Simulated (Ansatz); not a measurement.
# ZnO (zincite) (P6_3mc) in Ansatz: a series of runs, part 2 of 2

Ansatz 0.2.0.

### 5 Elastic constants, LDA

Contents of input.yaml:

```yaml
crystal:
  lattice:
    - [3.249308, 0.0, 0.0]
    - [-1.624654, 2.8139832727, 0.0]
    - [0.0, 0.0, 5.205709]
  atoms:
    - { symbol: Zn, position: [0.6666666667, 0.3333333333, 0.0] }
    - { symbol: Zn, position: [0.3333333333, 0.6666666667, 0.5] }
    - { symbol: O, position: [0.3333333333, 0.6666666667, 0.87901] }
    - { symbol: O, position: [0.6666666667, 0.3333333333, 0.37901] }
hamiltonian:
  xc: lda
  pseudopotentials: { kind: paw }
kpoints:
  mp_grid: { grid: [7, 7, 4] }
scf:
  occupations: { method: fixed }
output:
  forces: true
  stress: true
elastic:
  mode: relaxed_ion
  stencil: two_point
```

Started as:

```sh
$ ansatz run input.yaml --threads 2 --pin off --max-ram 5632MiB --backend cpu --events-out ev --progress --plain --runs-dir out
```

It took 1.9 min on 2 threads of Intel Xeon at 2.50GHz (Skylake/Cascade Lake), shared host; peak memory 0.41 GiB.

Results (log left out):

```
Free energy            : -7603.8852 eV
Pressure               : -7.1 GPa
Band gap on the k mesh : 0.73 eV, direct
Voigt bulk modulus     : 129 GPa
```

Stress tensor (GPa, compression positive):
```
-7.45  0.00  0.00
 0.00 -7.45  0.00
 0.00  0.00 -6.37
```

Levels at points of the mesh, in eV from the valence-band top:
| k point | band 16 | band 17 | band 18 | band 19 | band 20 | band 21 |
| --- | --- | --- | --- | --- | --- | --- |
| (0.00, 0.00, 0.00) | -0.08 | 0.00 | 0.00 | 0.73 | 5.07 | 8.11 |
| (0.00, 0.00, -0.50) | -0.40 | -0.40 | -0.40 | 3.38 | 3.38 | 9.92 |

Elastic tensor in Voigt notation (GPa, in the Cartesian axes of the cell as first typed):
```
198 103  87   0   0   0
103 198  87   0   0   0
 88  88 206   0   0   0
  0   0   0  43   0   0
  0   0   0   0  43   0
  0   0   0   0   0  48
```

Caveat: the cell is more than 3 GPa from zero pressure, which shifts response properties; odd divisions of the mesh miss points on the zone boundary, where band edges often lie, so the gap on the mesh can be too wide; the pressure holds a Pulay correction of +0.9 GPa for the finite cutoff; the PAW data sets come from PBE, with cores solved anew for the run's functional, which leaves a small shift of forces and pressure.

### 6 Elastic constants, PBE

input.yaml: that of step 5 with these lines changed.

```diff
@@ -11,3 +11,3 @@
 hamiltonian:
-  xc: lda
+  xc: pbe
   pseudopotentials: { kind: paw }
```

Potentials or basis: Ansatz PAW.

Started as:

```sh
$ ansatz run input.yaml --threads 2 --pin off --max-ram 5632MiB --backend cpu --events-out ev --progress --plain --runs-dir out
```

Wall time 2.3 min (2 threads of Intel Xeon at 2.50GHz (Skylake/Cascade Lake), shared host); peak memory 0.42 GiB.

Results (log left out):

* Free energy: -7773.6663 eV
* Pressure: 4.9 GPa
* Band gap on the k mesh: 0.80 eV, direct
* Elastic constants C11, C12, C44: 206, 132, 34 GPa
* Voigt bulk modulus: 150 GPa

Stress tensor (GPa, compression positive):
```
4.66 0.00 0.00
0.00 4.66 0.00
0.00 0.00 5.36
```

Levels at points of the mesh, in eV from the valence-band top:
| k point | band 15 | band 16 | band 17 | band 18 | band 19 | band 20 | band 21 | band 22 |
| --- | --- | --- | --- | --- | --- | --- | --- | --- |
| (0.00, 0.00, 0.00) | -0.79 | -0.09 | 0.00 | 0.00 | 0.80 | 5.22 | 8.25 | 12.87 |
| (0.00, 0.00, -0.50) | -0.39 | -0.39 | -0.39 | -0.39 | 3.47 | 3.47 | 10.11 | 10.11 |

Elastic tensor in Voigt notation (GPa, in the Cartesian axes of the cell as first typed):
```
206 132 116   0   0   0
132 206 116   0   0   0
117 117 211   0   0   0
  0   0   0  34   0   0
  0   0   0   0  34   0
  0   0   0   0   0  37
```

Caveat: the cell is more than 3 GPa from zero pressure, which shifts response properties; odd divisions of the mesh miss points on the zone boundary, where band edges often lie, so the gap on the mesh can be too wide; the pressure holds a Pulay correction of +0.7 GPa for the finite cutoff.

### 7 The runs side by side

```tsv
task	level	k mesh	smearing	atoms under strain	points for each segment of the path	gap on the mesh (eV)	pressure (GPa)	largest force (eV/Å)
elastic constants	PBEsol	7 × 7 × 4	fixed	clamped	-	0.70	-1.5	0.06
band structure	PBE	9 × 9 × 5	fermi-dirac 0.05 eV	-	14	0.80	4.9	0.07
band structure	LDA	9 × 9 × 5	fermi-dirac 0.05 eV	-	14	0.74	-7.1	0.05
elastic constants	LDA	7 × 7 × 4	fixed	relaxed	-	0.73	-7.1	-
elastic constants	PBE	7 × 7 × 4	fixed	relaxed	-	0.80	4.9	-
```

Alike in all rows: potentials or basis Ansatz PAW; no spin polarisation; cell as given; cutoff (eV) 420.

On the cell as given the gap runs from 0.70 eV (PBEsol) to 0.80 eV (PBE); the meshes differ, which moves gaps too. The pressure there spans -7.1 GPa (LDA) to 4.9 GPa (PBE); a positive pressure means that this level wants a larger cell, a negative one a smaller.

Caveats: odd divisions of the mesh miss points on the zone boundary, where band edges often lie, so the gap on the mesh can be too wide (some runs); the PAW data sets come from PBE, with cores solved anew for the run's functional, which leaves a small shift of forces and pressure (some runs); the cell is more than 3 GPa from zero pressure, which shifts response properties (some runs).

Total energies depend on the potentials used, so only differences within one code and one set of settings carry meaning.

### 8 Comparison with measurements

Step 2. Against the measured gap of ZnO, 3.37 eV (quoted in “Electronic structure of alkaline earth and post-transition metal oxides”, 2009, arxiv:0908.1581), the calculated 0.70 eV is off by -2.67 eV. So large a miss can be the level of theory's own, or it may mean another phase, state or a wrong row. The value is that of PBEsol, without temperature or zero-point motion. Semilocal functionals fall short of measured gaps as a rule.

Step 3. Measured gap of ZnO: 3.37 eV (quoted in “Electronic structure of alkaline earth and post-transition metal oxides”, 2009, arxiv:0908.1581). This calculation gives 0.80 eV (-2.57 eV). So large a miss can be the level of theory's own, or it may mean another phase, state or a wrong row. The value is that of PBE, without temperature or zero-point motion. Semilocal functionals fall short of measured gaps as a rule.

Step 4. Measured gap of ZnO: 3.37 eV (quoted in “Electronic structure of alkaline earth and post-transition metal oxides”, 2009, arxiv:0908.1581). This calculation gives 0.74 eV (-2.63 eV). So large a miss can be the level of theory's own, or it may mean another phase, state or a wrong row. The value is that of LDA, without temperature or zero-point motion. Semilocal functionals fall short of measured gaps as a rule.

Step 5. Measured gap of ZnO: 3.37 eV (quoted in “Electronic structure of alkaline earth and post-transition metal oxides”, 2009, arxiv:0908.1581). This calculation gives 0.73 eV (-2.64 eV). So large a miss can be the level of theory's own, or it may mean another phase, state or a wrong row. The value is that of LDA, without temperature or zero-point motion. Semilocal functionals fall short of measured gaps as a rule.

Step 6. Measured gap of ZnO: 3.37 eV (quoted in “Electronic structure of alkaline earth and post-transition metal oxides”, 2009, arxiv:0908.1581). This calculation gives 0.80 eV (-2.57 eV). So large a miss can be the level of theory's own, or it may mean another phase, state or a wrong row. The value is that of PBE, without temperature or zero-point motion. Semilocal functionals fall short of measured gaps as a rule.
